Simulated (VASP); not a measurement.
# LiF (Griceite): NMR shieldings, part 3 of 3

What are the shielding tensors of LiF (Griceite)? The cell is of the rock-salt type, one of the forms listed for this formula, which need not be the common one. The start is a cell from a database of measured crystal structures.

VASP 6.6.1, plane waves and PAW; the level of theory is named at each step.

So far. Step 2 (Ground state): The cell has a gap of 9.09 eV on this mesh.

**4. Another functional**

This step: chemical shifts by linear response (GIPAW), PBEsol; plane waves and PAW (F, Li_sv) (VASP 6.6.1).

The functional is changed, to see how much the shieldings depend on it.

File INCAR:

```
SYSTEM = LiF
PREC = Accurate
ENCUT = 700
EDIFF = 1E-09
NELM = 100
ISMEAR = 0
SIGMA = 0.01
LREAL = .FALSE.
ALGO = Normal
GGA = PS
NBANDS = 11
LWAVE = .FALSE.
LCHARG = .FALSE.
KPAR = 4
LCHIMAG = .TRUE.
LEFG = .TRUE.
DQ = 0.001
ICHIBARE = 1
LNMR_SYM_RED = .TRUE.
```

File POSCAR:

```
LiF
1.0
    0.0000000000      2.0140000000      2.0140000000
    2.0140000000      0.0000000000      2.0140000000
    2.0140000000      2.0140000000      0.0000000000
F Li
1 1
Direct
    0.5000000000      0.5000000000      0.5000000000
    0.0000000000      0.0000000000      0.0000000000
```

File KPOINTS:

```
Automatic mesh
0
Gamma
8 8 8
0 0 0
```

PAW data sets: F and Li_sv (PBE family, release 64).

Command:

```sh
mpirun -np 4 vasp_std
```

The program printed:

```text
[banner, memory and clock lines left out]
running    4 mpi-ranks, on    1 nodes
 distrk:  each k-point on    1 cores,    4 groups
 distr:  one band on    1 cores,    1 groups

 POSCAR found type information on POSCAR F Li
 POSCAR found :  2 types and       2 ions
|                                                                             |
|               ----> ADVICE to this user running VASP <----                  |
|                                                                             |
|     You enforced a specific xc type in the INCAR file but a different       |
|     [... a line on the potential file left out ...]
|     I HOPE YOU KNOW WHAT YOU ARE DOING!                                     |
|                                                                             |

 LDA part: xc-table for (Slater+PW92), standard interpolation
 POSCAR, INCAR and KPOINTS ok, starting setup
 FFT: planning ... GRIDC
 FFT: planning ... GRID_SOFT
 FFT: planning ... GRID
 WAVECAR not read
 entering main loop
       N       E                     dE             d eps       ncg     rms          rms(c)
DAV:   1     0.433838011519E+02    0.43384E+02   -0.65942E+03   638   0.117E+03
DAV:   2    -0.854214915006E+01   -0.51926E+02   -0.51080E+02   731   0.228E+02
DAV:   3    -0.102457727555E+02   -0.17036E+01   -0.16896E+01   793   0.362E+01
DAV:   4    -0.102804768638E+02   -0.34704E-01   -0.34699E-01   819   0.516E+00
DAV:   5    -0.102808812327E+02   -0.40437E-03   -0.40436E-03   840   0.390E-01    0.405E+00
DAV:   6    -0.985792040302E+01    0.42296E+00   -0.20656E+00   716   0.951E+00    0.142E+00
DAV:   7    -0.985530665188E+01    0.26138E-02   -0.17701E-02   932   0.128E+00    0.851E-01
DAV:   8    -0.985729837876E+01   -0.19917E-02   -0.12690E-02   854   0.137E+00    0.110E-01
DAV:   9    -0.985731575611E+01   -0.17377E-04   -0.11311E-03   760   0.322E-01    0.448E-02
DAV:  10    -0.985736705814E+01   -0.51302E-04   -0.11333E-04   728   0.874E-02    0.973E-03
DAV:  11    -0.985736722814E+01   -0.17000E-06   -0.46895E-06   878   0.233E-02    0.193E-03
DAV:  12    -0.985736715245E+01    0.75682E-07   -0.65809E-07   754   0.800E-03    0.125E-03
DAV:  13    -0.985736717098E+01   -0.18525E-07   -0.10609E-07   765   0.273E-03    0.135E-04
DAV:  14    -0.985736718243E+01   -0.11445E-07   -0.21455E-09   786   0.475E-04    0.287E-05
DAV:  15    -0.985736718329E+01   -0.86482E-09   -0.38545E-10   514   0.187E-04
ion   1
     0.0000000    -0.0000000    -0.0000000    -0.0000000    -0.0000000     0.0000000
     0.0000310    -0.0000000    -0.0000000    -0.0000000    -0.0000000     0.0000000
     0.0000427    -0.0000000    -0.0000000    -0.0000000    -0.0000000     0.0000000
     0.0000588    -0.0000000    -0.0000000    -0.0000000    -0.0000000     0.0000000
     0.0000810    -0.0000000    -0.0000000    -0.0000000    -0.0000000     0.0000000

     0.0000000    -0.0000000    -0.0000000    -0.0000000    -0.0000000     0.0000000
     0.0000310    -0.0000000    -0.0000000    -0.0000000    -0.0000000     0.0000000
     0.0000427    -0.0000000    -0.0000000    -0.0000000    -0.0000000     0.0000000
     0.0000588    -0.0000000    -0.0000000    -0.0000000    -0.0000000     0.0000000
     0.0000810    -0.0000000    -0.0000000    -0.0000000    -0.0000000     0.0000000

ion   2
     0.0000000     0.0000000     0.0000000    -0.0000000    -0.0000000    -0.0000000
     0.0000222     0.0000000     0.0000000    -0.0000000    -0.0000000    -0.0000000
     0.0000306     0.0000000     0.0000000    -0.0000000    -0.0000000    -0.0000000
     0.0000422     0.0000000     0.0000000    -0.0000000    -0.0000000    -0.0000000
     0.0000581     0.0000000     0.0000000    -0.0000000    -0.0000000    -0.0000000

     0.0000000     0.0000000     0.0000000    -0.0000000    -0.0000000    -0.0000000
     0.0000222     0.0000000     0.0000000    -0.0000000    -0.0000000    -0.0000000
     0.0000306     0.0000000     0.0000000    -0.0000000    -0.0000000    -0.0000000
     0.0000422     0.0000000     0.0000000    -0.0000000    -0.0000000    -0.0000000
     0.0000581     0.0000000     0.0000000    -0.0000000    -0.0000000    -0.0000000

   1 F= -.98573672E+01 E0= -.98573672E+01  d E =-.113078E-99
DAV:   1    -0.137351646196E+03   -0.13735E+03    0.00000E+00     0   0.000E+00
DAV:   2    -0.137351646196E+03    0.00000E+00    0.00000E+00     0   0.000E+00
BDIR= 1  IDIR= 2  IQ= -1
DAV:   1    -0.274706092627E+03   -0.27471E+03   -0.10743E-02   777   0.794E-01
DAV:   2    -0.274706124227E+03   -0.31600E-04   -0.31600E-04   715   0.146E-01
DAV:   3    -0.274706124288E+03   -0.60459E-07   -0.60385E-07   817   0.792E-03
DAV:   4    -0.274706124288E+03   -0.28189E-09   -0.32408E-09   765   0.489E-04
       N       E                     dE             d eps       ncg     rms
RMM:   1    -0.284729799324E+02   -0.28473E+02   -0.10431E+02  1233   0.601E+01
RMM:   2    -0.293263382588E+02   -0.85336E+00   -0.35851E+00  1418   0.921E+00
RMM:   3    -0.293626698434E+02   -0.36332E-01   -0.12896E-01  1412   0.228E+00
RMM:   4    -0.293645029359E+02   -0.18331E-02   -0.14328E-02  1423   0.735E-01
RMM:   5    -0.293647286466E+02   -0.22571E-03   -0.27386E-03  1429   0.292E-01
RMM:   6    -0.293647698388E+02   -0.41192E-04   -0.49823E-04  1421   0.104E-01
RMM:   7    -0.293647751368E+02   -0.52980E-05   -0.26197E-05  1309   0.170E-02
RMM:   8    -0.293647754275E+02   -0.29067E-06   -0.84663E-07  1218   0.319E-03
RMM:   9    -0.293647754364E+02   -0.88487E-08   -0.37058E-08  1105   0.797E-04
RMM:  10    -0.293647754377E+02   -0.13465E-08   -0.79844E-09  1037   0.267E-04
RMM:  11    -0.293647754378E+02   -0.14603E-09   -0.52126E-10  1010   0.769E-05
BDIR= 1  IDIR= 2  IQ=  0
DAV:   1    -0.274703299625E+03   -0.27470E+03   -0.34520E-11   470   0.564E-05
DAV:   2    -0.274703299625E+03   -0.13529E-10   -0.40017E-12   469   0.194E-05
       N       E                     dE             d eps       ncg     rms
RMM:   1    -0.284828455735E+02   -0.28483E+02   -0.10442E+02  1233   0.601E+01
RMM:   2    -0.293373395480E+02   -0.85449E+00   -0.35900E+00  1407   0.922E+00
RMM:   3    -0.293736402871E+02   -0.36301E-01   -0.12934E-01  1394   0.228E+00
RMM:   4    -0.293754766484E+02   -0.18364E-02   -0.14354E-02  1399   0.736E-01
RMM:   5    -0.293757029556E+02   -0.22631E-03   -0.27490E-03  1398   0.292E-01
RMM:   6    -0.293757441770E+02   -0.41221E-04   -0.49864E-04  1361   0.104E-01
RMM:   7    -0.293757494537E+02   -0.52767E-05   -0.26049E-05  1266   0.170E-02
RMM:   8    -0.293757497438E+02   -0.29016E-06   -0.83821E-07  1193   0.318E-03
RMM:   9    -0.293757497525E+02   -0.86814E-08   -0.35374E-08  1077   0.790E-04
RMM:  10    -0.293757497538E+02   -0.12441E-08   -0.74952E-09  1018   0.262E-04
[...]
RLQ:   7    -0.518476694070E+00   -0.43989E-09   -0.91051E-10   967   0.106E-04
BDIR= 3  IDIR= 1  IQ= -1
DAV:   1    -0.274695761002E+03   -0.27470E+03   -0.95818E-03   748   0.795E-01
DAV:   2    -0.274695796079E+03   -0.35077E-04   -0.35077E-04   715   0.146E-01
DAV:   3    -0.274695796166E+03   -0.87120E-07   -0.87081E-07   849   0.842E-03
DAV:   4    -0.274695796167E+03   -0.52995E-09   -0.55609E-09   737   0.518E-04
       N       E                     dE             d eps       ncg     rms
RMM:   1    -0.325735323417E+02   -0.32574E+02   -0.12976E+02  1257   0.630E+01
RMM:   2    -0.334857863790E+02   -0.91225E+00   -0.41834E+00  1447   0.973E+00
RMM:   3    -0.335244149540E+02   -0.38629E-01   -0.16653E-01  1429   0.255E+00
RMM:   4    -0.335268664449E+02   -0.24515E-02   -0.17581E-02  1465   0.852E-01
RMM:   5    -0.335271749648E+02   -0.30852E-03   -0.35048E-03  1462   0.326E-01
RMM:   6    -0.335272270775E+02   -0.52113E-04   -0.69294E-04  1458   0.144E-01
RMM:   7    -0.335272338333E+02   -0.67558E-05   -0.31755E-05  1383   0.205E-02
RMM:   8    -0.335272343707E+02   -0.53736E-06   -0.18726E-06  1317   0.512E-03
RMM:   9    -0.335272344135E+02   -0.42826E-07   -0.19233E-07  1179   0.151E-03
RMM:  10    -0.335272344184E+02   -0.48816E-08   -0.21027E-08  1098   0.451E-04
RMM:  11    -0.335272344190E+02   -0.61130E-09   -0.26516E-09  1075   0.156E-04
BDIR= 3  IDIR= 1  IQ=  0
DAV:   1    -0.274703299625E+03   -0.27470E+03   -0.34562E-11   470   0.564E-05
DAV:   2    -0.274703299625E+03    0.98908E-11   -0.39554E-12   469   0.194E-05
       N       E                     dE             d eps       ncg     rms
RMM:   1    -0.325775522824E+02   -0.32578E+02   -0.12981E+02  1255   0.630E+01
RMM:   2    -0.334892669773E+02   -0.91171E+00   -0.41862E+00  1441   0.973E+00
RMM:   3    -0.335278890175E+02   -0.38622E-01   -0.16646E-01  1422   0.255E+00
RMM:   4    -0.335303372106E+02   -0.24482E-02   -0.17563E-02  1436   0.851E-01
RMM:   5    -0.335306440887E+02   -0.30688E-03   -0.34942E-03  1440   0.326E-01
RMM:   6    -0.335306960354E+02   -0.51947E-04   -0.69074E-04  1423   0.144E-01
RMM:   7    -0.335307027557E+02   -0.67203E-05   -0.31578E-05  1345   0.204E-02
RMM:   8    -0.335307032892E+02   -0.53343E-06   -0.18312E-06  1269   0.499E-03
RMM:   9    -0.335307033296E+02   -0.40479E-07   -0.17038E-07  1142   0.146E-03
RMM:  10    -0.335307033357E+02   -0.60479E-08   -0.25883E-08  1053   0.492E-04
RMM:  11    -0.335307033365E+02   -0.82494E-09   -0.40228E-09  1034   0.174E-04
BDIR= 3  IDIR= 1  IQ=  1
DAV:   1    -0.274710792153E+03   -0.27471E+03   -0.95738E-03   751   0.795E-01
DAV:   2    -0.274710826231E+03   -0.34078E-04   -0.34078E-04   706   0.146E-01
DAV:   3    -0.274710826316E+03   -0.84794E-07   -0.84792E-07   844   0.845E-03
DAV:   4    -0.274710826316E+03   -0.55525E-09   -0.56891E-09   743   0.562E-04
       N       E                     dE             d eps       ncg     rms
RMM:   1    -0.325813330831E+02   -0.32581E+02   -0.12986E+02  1257   0.630E+01
RMM:   2    -0.334924869970E+02   -0.91115E+00   -0.41889E+00  1447   0.973E+00
RMM:   3    -0.335311017104E+02   -0.38615E-01   -0.16640E-01  1433   0.255E+00
RMM:   4    -0.335335453161E+02   -0.24436E-02   -0.17531E-02  1462   0.850E-01
RMM:   5    -0.335338519256E+02   -0.30661E-03   -0.34897E-03  1463   0.325E-01
RMM:   6    -0.335339037393E+02   -0.51814E-04   -0.68882E-04  1456   0.143E-01
RMM:   7    -0.335339104249E+02   -0.66855E-05   -0.31450E-05  1381   0.204E-02
RMM:   8    -0.335339109573E+02   -0.53246E-06   -0.18561E-06  1317   0.512E-03
RMM:   9    -0.335339110000E+02   -0.42698E-07   -0.19443E-07  1184   0.152E-03
RMM:  10    -0.335339110051E+02   -0.50535E-08   -0.21754E-08  1097   0.454E-04
RMM:  11    -0.335339110057E+02   -0.64939E-09   -0.27511E-09  1075   0.159E-04
BDIR= 3  IDIR= 2  IQ= -1
DAV:   1    -0.274706092627E+03   -0.27471E+03   -0.10743E-02   777   0.794E-01
DAV:   2    -0.274706124227E+03   -0.31600E-04   -0.31600E-04   715   0.146E-01
DAV:   3    -0.274706124288E+03   -0.60364E-07   -0.60385E-07   817   0.792E-03
DAV:   4    -0.274706124288E+03   -0.36005E-09   -0.32403E-09   765   0.489E-04
       N       E                     dE             d eps       ncg     rms
RMM:   1    -0.308707737994E+02   -0.30871E+02   -0.11623E+02  1266   0.615E+01
RMM:   2    -0.319055946696E+02   -0.10348E+01   -0.49356E+00  1419   0.103E+01
RMM:   3    -0.319467445406E+02   -0.41150E-01   -0.15629E-01  1412   0.249E+00
RMM:   4    -0.319490063061E+02   -0.22618E-02   -0.16318E-02  1440   0.814E-01
RMM:   5    -0.319492847865E+02   -0.27848E-03   -0.33410E-03  1440   0.324E-01
RMM:   6    -0.319493355133E+02   -0.50727E-04   -0.67291E-04  1418   0.137E-01
RMM:   7    -0.319493418577E+02   -0.63444E-05   -0.28034E-05  1352   0.191E-02
RMM:   8    -0.319493423109E+02   -0.45325E-06   -0.14817E-06  1281   0.465E-03
RMM:   9    -0.319493423481E+02   -0.37145E-07   -0.19854E-07  1161   0.154E-03
RMM:  10    -0.319493423523E+02   -0.42073E-08   -0.16003E-08  1075   0.415E-04
RMM:  11    -0.319493423527E+02   -0.42428E-09   -0.15716E-09  1066   0.162E-04
BDIR= 3  IDIR= 2  IQ=  0
DAV:   1    -0.274703299625E+03   -0.27470E+03   -0.34603E-11   470   0.564E-05
DAV:   2    -0.274703299625E+03    0.24670E-10   -0.40528E-12   469   0.194E-05
       N       E                     dE             d eps       ncg     rms
RMM:   1    -0.308586425345E+02   -0.30859E+02   -0.11612E+02  1263   0.615E+01
RMM:   2    -0.318929846801E+02   -0.10343E+01   -0.49252E+00  1415   0.103E+01
RMM:   3    -0.319341203793E+02   -0.41136E-01   -0.15617E-01  1405   0.249E+00
RMM:   4    -0.319363832116E+02   -0.22628E-02   -0.16348E-02  1413   0.814E-01
RMM:   5    -0.319366617916E+02   -0.27858E-03   -0.33454E-03  1416   0.325E-01
RMM:   6    -0.319367126822E+02   -0.50891E-04   -0.67524E-04  1389   0.137E-01
RMM:   7    -0.319367190578E+02   -0.63756E-05   -0.28125E-05  1320   0.191E-02
RMM:   8    -0.319367195117E+02   -0.45385E-06   -0.14763E-06  1234   0.459E-03
RMM:   9    -0.319367195484E+02   -0.36765E-07   -0.19510E-07  1129   0.152E-03
RMM:  10    -0.319367195525E+02   -0.40580E-08   -0.15526E-08  1047   0.410E-04
RMM:  11    -0.319367195529E+02   -0.39824E-09   -0.14936E-09  1022   0.160E-04
BDIR= 3  IDIR= 2  IQ=  1
DAV:   1    -0.274700589906E+03   -0.27470E+03   -0.10745E-02   783   0.794E-01
DAV:   2    -0.274700621807E+03   -0.31900E-04   -0.31900E-04   706   0.146E-01
DAV:   3    -0.274700621869E+03   -0.61803E-07   -0.61770E-07   866   0.786E-03
DAV:   4    -0.274700621869E+03   -0.22374E-09   -0.23828E-09   761   0.393E-04
       N       E                     dE             d eps       ncg     rms
RMM:   1    -0.308462706433E+02   -0.30846E+02   -0.11600E+02  1264   0.615E+01
RMM:   2    -0.318801106737E+02   -0.10338E+01   -0.49148E+00  1418   0.103E+01
RMM:   3    -0.319212333496E+02   -0.41123E-01   -0.15605E-01  1411   0.249E+00
RMM:   4    -0.319234974693E+02   -0.22641E-02   -0.16378E-02  1443   0.815E-01
RMM:   5    -0.319237760660E+02   -0.27860E-03   -0.33493E-03  1441   0.325E-01
RMM:   6    -0.319238271146E+02   -0.51049E-04   -0.67770E-04  1419   0.137E-01
RMM:   7    -0.319238335249E+02   -0.64102E-05   -0.28305E-05  1347   0.191E-02
RMM:   8    -0.319238339782E+02   -0.45333E-06   -0.14458E-06  1279   0.447E-03
RMM:   9    -0.319238340142E+02   -0.36041E-07   -0.18568E-07  1161   0.144E-03
RMM:  10    -0.319238340181E+02   -0.38873E-08   -0.15004E-08  1080   0.400E-04
RMM:  11    -0.319238340185E+02   -0.37482E-09   -0.14116E-09  1068   0.155E-04
       N       E                     dE             d eps       ncg     rms
RLQ:   1    -0.456062886534E+00   -0.45606E+00   -0.52990E-01   977   0.260E+00
RLQ:   2    -0.467448100432E+00   -0.11385E-01   -0.40834E-02  1136   0.534E-01
RLQ:   3    -0.467684019685E+00   -0.23592E-03   -0.58894E-04  1101   0.650E-02
RLQ:   4    -0.467692897502E+00   -0.88778E-05   -0.25690E-05  1066   0.119E-02
RLQ:   5    -0.467693179696E+00   -0.28219E-06   -0.61522E-07   926   0.186E-03
RLQ:   6    -0.467693189813E+00   -0.10118E-07   -0.28398E-08   898   0.416E-04
RLQ:   7    -0.467693190159E+00   -0.34607E-09   -0.66210E-10   779   0.746E-05
```

It took 85 s on 4 MPI ranks of AMD EPYC 7R43, shared host; peak memory 0.6 GiB.

Parts of OUTCAR (step 4):

```text
The static configuration has the point symmetry O_h .

 Found     29 irreducible k-points:

   NELECT =      10.0000    total number of electrons

  Total       -0.1719572     -0.1719572     -0.1719572      0.0000000      0.0000000     -0.0000000
  in kB      -16.8625210    -16.8625210    -16.8625210      0.0000000      0.0000000     -0.0000000
  external PRESSURE =     -16.8625210 kB  Pullay stress =       0.0000000 kB

 POSITION                                       TOTAL-FORCE (eV/Angst)
 -----------------------------------------------------------------------------------
      2.01400      2.01400      2.01400         0.000000     -0.000000     -0.000000
      0.00000      0.00000      0.00000        -0.000000      0.000000      0.000000
 -----------------------------------------------------------------------------------
    total drift:                                0.000000      0.000000      0.000000

  ORBITAL MAGNETIC SUSCEPTIBILITY, excluding core contribution
 -------------------------------------------------------------
  Approximate magnetic susceptibility, pGv (10^-6 cm^3/mole)
     1         -6.979390         -0.000000          0.000000
     2          0.000000         -6.979390         -0.000000
     3          0.000000         -0.000000         -6.979390
 -------------------------------------------------------------
  Approximate magnetic susceptibility, vGv (10^-6 cm^3/mole)
     1         -7.983371          0.000000         -0.000000
     2         -0.000000         -7.983371         -0.000000
     3          0.000000          0.000000         -7.983371

  BDIR labels direction of applied magnetic field (i.e. B0)
  For BDIR==1, B0 along x-axis, etc.
  Induced field listed along cartesian directions for each BDIR
 ------------------------------------------------------------------------------------------
                 EXCLUDING G=0 CONTRIBUTION              INCLUDING G=0 CONTRIBUTION
 ------------------------------------------------------------------------------------------
  ion  BDIR            X           Y           Z                X           Y           Z
          (   iso_shield        span        skew ) (   iso_shield        span        skew )
 ------------------------------------------------------------------------------------------
    1     1     355.8282     -0.0000     -0.0000         361.8272     -0.0000     -0.0000
          2       0.0000    355.8282      0.0000           0.0000    361.8272      0.0000
          3      -0.0000      0.0000    355.8282          -0.0000      0.0000    361.8272
          (     355.8282      0.0000      0.0000 ) (     361.8272      0.0000      0.0000 )

    2     1      80.7904      0.0000      0.0000          86.7894      0.0000     -0.0000
          2      -0.0000     80.7904      0.0000          -0.0000     86.7894      0.0000
          3       0.0000     -0.0000     80.7904           0.0000     -0.0000     86.7894
          (      80.7904      0.0000      0.0000 ) (      86.7894      0.0000      0.0000 )
 ------------------------------------------------------------------------------------------

[... 10 parts as in an earlier step ...]

[... 1 further part left out ...]
```

The PAW data sets were made with PBE, which is usual practice but a small mismatch for other functionals.

This step gave:

```
free energy (TOTEN)            : -9.857 eV
Fermi energy                   : -0.9684 eV
pressure                       : -1.686 GPa
gap on the k-mesh              : 8.910 eV
least direct gap on the k-mesh : 8.910 eV
```

Valence and core; the G = 0 term is that of a spherical sample. NMR shielding, by row:

```tsv
atom	isotropic shielding (ppm)	span (ppm)	skew	isotropic shielding without the G = 0 term (ppm)
F1	361.8	0	-	355.8
Li2	86.79	0	-	80.79
```

Ordered as |Vzz| ≥ |Vxx| ≥ |Vyy|, the program's way. Electric field gradients, by row:

```tsv
atom	Vxx (V/Å²)	Vyy (V/Å²)	Vzz (V/Å²)	asymmetry
F1	0	0	-0.001	-
Li2	0.001	0.001	-0.002	-
```

Against the first shielding run the largest change is -5.3 ppm, on F1.

**5. Summary**

This step: chemical shifts by linear response (GIPAW), PBE, PBEsol; plane waves and PAW (VASP 6.6.1).

This step runs nothing: it gathers the runs above.

Isotropic shieldings. Cost is wall time times ranks on a shared host. Shieldings by setting:

```tsv
run	ENCUT (eV)	k mesh	F1, Wyckoff letter b (ppm)	Li2, Wyckoff letter a (ppm)	cost (core minutes)
first shielding run	700	8x8x8	367.1	87.33	5.87
another functional	700	8x8x8	361.8	86.79	5.67
```

**6. What came out**

| Quantity | Value |
| --- | --- |
| F, isotropic shielding | 367.1 ppm |
| Li, isotropic shielding | 87.3 ppm |

At PBE, in the first shielding run, the isotropic shieldings are F 367.1 ppm; Li 87.3 ppm. In the first shielding run all tensors are isotropic to 0.5 ppm, as the cubic site symmetry asks. In the undistorted cell the field gradients vanish by symmetry; what its table shows is numerical noise. Against the first shielding run, the one with another functional moves the shieldings by at most 5.3 ppm. Shifts were not obtained, since a shift is the shielding of a reference compound, computed alike, less these values. The G = 0 term is the part set by the sample's shape, taken here for a sphere. No finer mesh was run, so convergence in it isn't shown. VASP's guide advises LASPH and NLSPLINE for shieldings, which this input doesn't set; the effect wasn't tested. Where the functional isn't the one that the data sets were made with, the shieldings hold that mismatch too. The cell is of the rock-salt type, one of the forms listed for this formula, which need not be the common one.

[Lines on the potential files, build, host, timing and source positions are cut from VASP's logs without a mark.]

[Logs are printed without paths, hosts, clocks, repeated set-up lines and the standing remarks that a program may print on its own settings, such as how far it seeks lower states.]

[Hosts, paths, dates, database ids (printed as entryN), source tags and the programs' standing remarks are cut or masked in the printed files.]
